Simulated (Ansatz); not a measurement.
Relaxing Fe

These are results of DFT PBE, scalar-relativistic, plane waves, PAW (Ansatz 0.2.0), not measurements. (420 eV cutoff, 20×10×20 k-mesh, Gaussian smearing of 0.10 eV, collinear spin)

What was changed in Sb: Sb → Fe on all its sites, cell and atoms relaxed.

Input:

```yaml
crystal:
  lattice:
    - [2.3623791989, 0.0, -0.6546036369]
    - [0.0, 4.0166438178, 0.0]
    - [-0.9521521368, 0.0, 2.66017469]
  atoms:
    - { symbol: Fe, position: [0.999925708, 0.75, 0.7499160779], spin: 2.48 }
    - { symbol: Fe, position: [7.4292e-05, 0.25, 0.2500839221], spin: 2.48 }
basis:
  ecutwfc: 420
kpoints:
  mp_grid: { grid: [20, 10, 20] }
hamiltonian:
  xc: pbe
scf:
  occupations: { method: gaussian, width: 0.1 }
output:
  forces: true
  stress: true
  eigenvalues: true
  populations: true
magnetization:
  spin_polarized: true
relax:
  adjacent_minimum: "off"
  f_tol: 0.01
  max_steps: 60
  cell: { stress_tol: 0.1 }
```

F is the free energy. Steps run on the plane waves of an earlier cell, but the last one, and at times one on the way, on a freshly chosen basis, so a repeated geometry can differ a little in energy.

Steps:

| step | F − F(1) (eV) | largest force component (eV/Å) | V (Å³/atom) | P (GPa) |
| --- | --- | --- | --- | --- |
| 1 | 0.0000 | 0.002 | 11.369 | -0.33 |
| 2 | -0.0002 | 0.001 | 11.358 | -0.15 |
| 3 | -0.0003 | 0.000 | 11.349 | 0.00 |
| 4 | -0.0002 | 0.000 | 11.349 | -0.01 |

Relaxed structure:

```xyz
2
Lattice="2.3620 0.0000 -0.6589 0.0000 4.0026 0.0000 -0.9549 0.0000 2.6672" Properties=species:S:1:pos:R:3 pbc="T T T"
Fe    1.6458    3.0020    1.3415
Fe   -0.2387    1.0007    0.6668
```

It takes space group Im-3m (No. 229, cubic). Conventional cell: a = 2.831 Å, b = 2.831 Å, c = 2.831 Å, α = 90.00°, β = 90.00°, γ = 90.00°. Around Fe (site symmetry m-3m) lie 8 Fe at 2.45 Å.

The run converged. The run took roughly 4 core-minutes.